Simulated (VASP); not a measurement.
# PbSe (Clausthalite) (Fm-3m) in VASP: notebook, part 2 of 2

VASP 6.6.1.

### Step 3. Relaxation of the atoms, PBE (a relaxed cell with its volume scaled by 0.94)

INCAR

```
SYSTEM = PbSe
ALGO = Fast
EDIFF = 1E-7
EDIFFG = -0.01
ENCUT = 600
GGA = PE
IBRION = 2
ISIF = 2
ISMEAR = 0
LASPH = .True.
LCHARG = .False.
LREAL = .False.
LWAVE = .False.
NELM = 80
NSW = 40
PREC = Accurate
SIGMA = 0.03
```

KPOINTS

```
k-points
0
Gamma
  8 8 8
  0 0 0
```

POSCAR

```
PbSe                                    
1.0
    0.0000000000      3.0453683359      3.0453683359
    3.0453683359      0.0000000000      3.0453683359
    3.0453683359      3.0453683359      0.0000000000
  Pb              Se            
     1     1
Direct
     0.0000000000000000    0.0000000000000000    0.0000000000000000
     0.5000000000000000    0.5000000000000000    0.5000000000000000
```

Potentials or basis: VASP PAW PBE potentials, release 64 (Pb_d, Se).

On the command line:

```sh
$ cat potpaw_PBE.64/Pb_d/POTCAR potpaw_PBE.64/Se/POTCAR > POTCAR
$ mpirun -np 1 vasp_std > vasp.out
```

OUTCAR:

```text
SYSTEM = PbSe
   EDIFF = 1E-7
   EDIFFG = -0.01
   ENCUT = 600
   GGA = PE
   IBRION = 2
   ISIF = 2
   ISMEAR = 0
   LASPH = .True.
   LREAL = .False.
   NELM = 80
   NSW = 40
   PREC = Accurate

 ion  position               nearest neighbor table
   1  0.000  0.000  0.000-   2 3.05   2 3.05   2 3.05   2 3.05   2 3.05   2 3.05
   2  0.500  0.500  0.500-   1 3.05   1 3.05   1 3.05   1 3.05   1 3.05   1 3.05

  LATTYP: Found a face centered cubic cell.
[... 604 lines left out ...]

  FORCE on cell =-STRESS in cart. coord.  units (eV):
  Direction    XX          YY          ZZ          XY          YZ          ZX
  --------------------------------------------------------------------------------------
  -------------------------------------------------------------------------------------
  Total        1.1760483      1.1760483      1.1760483     -0.0000000      0.0000000      0.0000000
  in kB       33.3569454     33.3569454     33.3569454     -0.0000000      0.0000000      0.0000000
  external PRESSURE =      33.3569454 kB  Pullay stress =       0.0000000 kB

 VOLUME and BASIS-vectors are now :
 -----------------------------------------------------------------------------
  energy-cutoff  :      600.00
  volume of cell :       56.49
      direct lattice vectors                 reciprocal lattice vectors
     0.000000000  3.045368336  3.045368336    -0.164183752  0.164183752  0.164183752
     3.045368336  0.000000000  3.045368336     0.164183752 -0.164183752  0.164183752
     3.045368336  3.045368336  0.000000000     0.164183752  0.164183752 -0.164183752

 POSITION                                       TOTAL-FORCE (eV/Angst)
 -----------------------------------------------------------------------------------
      0.00000      0.00000      0.00000        -0.000000      0.000000     -0.000000
      3.04537      3.04537      3.04537         0.000000     -0.000000      0.000000
 -----------------------------------------------------------------------------------
    total drift:                               -0.000000      0.000000      0.000000

  FREE ENERGIE OF THE ION-ELECTRON SYSTEM (eV)
  ---------------------------------------------------
  free  energy   TOTEN  =        -8.1629468526 eV

  energy  without entropy=       -8.1629468526  energy(sigma->0) =       -8.16294685

 reached required accuracy - stopping structural energy minimisation
```

OSZICAR:

```text
N       E                     dE             d eps       ncg     rms          rms(c)
DAV:   1     0.163185784626E+03    0.16319E+03   -0.10431E+04   812   0.163E+03
DAV:   2     0.540106126127E+01   -0.15778E+03   -0.15438E+03   842   0.366E+02
DAV:   3    -0.810688384768E+01   -0.13508E+02   -0.13147E+02  1082   0.107E+02
DAV:   4    -0.843078650581E+01   -0.32390E+00   -0.32377E+00   878   0.197E+01
DAV:   5    -0.844149507329E+01   -0.10709E-01   -0.10708E-01  1128   0.368E+00    0.280E+00
RMM:   6    -0.816406035300E+01    0.27743E+00   -0.35458E-01   814   0.402E+00    0.159E+00
RMM:   7    -0.816170482110E+01    0.23555E-02   -0.17853E-01   886   0.268E+00    0.870E-01
RMM:   8    -0.816499208706E+01   -0.32873E-02   -0.18334E-02   819   0.180E+00    0.196E-01
RMM:   9    -0.816279929335E+01    0.21928E-02   -0.62362E-03   854   0.885E-01    0.623E-02
RMM:  10    -0.816292021251E+01   -0.12092E-03   -0.12386E-03   934   0.395E-01    0.203E-02
RMM:  11    -0.816294442746E+01   -0.24215E-04   -0.24949E-04  1053   0.158E-01    0.929E-03
RMM:  12    -0.816294637233E+01   -0.19449E-05   -0.28067E-05  1089   0.501E-02    0.790E-03
RMM:  13    -0.816294672000E+01   -0.34767E-06   -0.42930E-06   884   0.199E-02    0.500E-03
RMM:  14    -0.816294687401E+01   -0.15401E-06   -0.10689E-06   795   0.101E-02    0.973E-04
RMM:  15    -0.816294685259E+01    0.21420E-07   -0.22260E-07   568   0.598E-03
   1 F= -.81629469E+01 E0= -.81629469E+01  d E =-.816295E+01
```

CONTCAR:

```text
PbSe
   1.00000000000000
     0.0000000000000000    3.0453683359000001    3.0453683359000001
     3.0453683359000001    0.0000000000000000    3.0453683359000001
     3.0453683359000001    3.0453683359000001    0.0000000000000000
  Pb              Se
     1     1
Direct
     0.0000000000000000    0.0000000000000000    0.0000000000000000
     0.5000000000000000    0.5000000000000000    0.5000000000000000

  0.00000000E+00  0.00000000E+00  0.00000000E+00
  0.00000000E+00  0.00000000E+00  0.00000000E+00
```

It took 14 s on 1 thread of Intel Xeon 6975P-C (Granite Rapids), shared host; peak memory 0.21 GiB.

What came out:

| Property | Result |
| --- | --- |
| Free energy | -8.1629 eV |
| Pressure after relaxing | 3.3 GPa |
| Band gap on the k mesh | 0.24 eV, direct |

Final structure:
```xyz
2
Lattice="0.0000 3.0454 3.0454 3.0454 0.0000 3.0454 3.0454 3.0454 0.0000" Properties=species:S:1:pos:R:3 pbc="T T T"
Pb    0.0000    0.0000    0.0000
Se    3.0454    3.0454    3.0454
```

Levels at points of the mesh, in eV from the valence-band top:
```tsv
k point	band 7	band 8	band 9	band 10	band 11	band 12	band 13	band 14
(0.00, 0.00, 0.00)	-6.29	-1.96	-1.96	-1.96	4.73	4.73	4.73	6.47
(0.50, 0.00, 0.00)	-8.91	-1.54	-1.54	0.00	0.24	1.65	1.65	8.55
(0.50, 0.50, 0.00)	-7.42	-5.13	-3.35	-3.35	3.61	5.65	5.65	6.10
```

Caveat: the relaxation stopped at its first step, so nothing moved; spin-orbit coupling is left out, which as a rule narrows the gap of such compounds by several tenths of an eV. A k mesh can miss the band edges.

### Step 4. Relaxation of the atoms, PBE (a relaxed cell with its volume scaled by 0.96)

INCAR is that of step 3.

KPOINTS is that of step 3.

POSCAR

```
PbSe                                    
1.0
    0.0000000000      3.0668152984      3.0668152984
    3.0668152984      0.0000000000      3.0668152984
    3.0668152984      3.0668152984      0.0000000000
  Pb              Se            
     1     1
Direct
     0.0000000000000000    0.0000000000000000    0.0000000000000000
     0.5000000000000000    0.5000000000000000    0.5000000000000000
```

On the command line:

```sh
$ cat potpaw_PBE.64/Pb_d/POTCAR potpaw_PBE.64/Se/POTCAR > POTCAR
$ mpirun -np 1 vasp_std > vasp.out
```

Run time: 14 s. Hardware: 1 thread of Intel Xeon 6975P-C (Granite Rapids), shared host; peak memory 0.22 GiB.

The run converged. Its results:

- Free energy: -8.1833 eV
- Pressure after relaxing: 2.1 GPa
- Band gap on the k mesh: 0.31 eV, direct

Final structure:
```
CELL_PARAMETERS angstrom
0.00000 3.06682 3.06682
3.06682 0.00000 3.06682
3.06682 3.06682 0.00000
ATOMIC_POSITIONS crystal
Pb 0.00000 0.00000 0.00000
Se 0.50000 0.50000 0.50000
```

Levels at points of the mesh, in eV from the valence-band top:
```csv
k point,band 7,band 8,band 9,band 10,band 11,band 12,band 13,band 14
"(0.00, 0.00, 0.00)",-6.31,-1.85,-1.85,-1.85,4.70,4.70,4.70,6.53
"(0.50, 0.00, 0.00)",-8.77,-1.44,-1.44,0.00,0.31,1.71,1.71,8.55
"(0.50, 0.50, 0.00)",-7.37,-4.93,-3.19,-3.19,3.72,5.59,5.59,6.03
```

Caveat: the relaxation stopped at its first step, so nothing moved; spin-orbit coupling is left out, which as a rule narrows the gap of such compounds by several tenths of an eV. A k mesh can miss the band edges.

### Step 5. The runs side by side

```csv
task,cell,gap on the mesh (eV),pressure (GPa)
relaxation of cell and atoms,relaxed,0.44,0.0
relaxation of the atoms,atoms relaxed from: a relaxed cell with its volume scaled by 0.94,0.24,3.3
relaxation of the atoms,atoms relaxed from: a relaxed cell with its volume scaled by 0.96,0.31,2.1
```

Alike in all rows: level PBE; potentials or basis VASP PAW PBE potentials, release 64 (Pb_d, Se); no spin polarisation; k mesh 8 × 8 × 8; cutoff (eV) 600; smearing gaussian 0.03 eV.

Caveats: the relaxation stopped at its first step, so nothing moved; spin-orbit coupling is left out, which as a rule narrows the gap of such compounds by several tenths of an eV.

Total energies depend on the potentials used, so only differences within one code and one set of settings carry meaning.
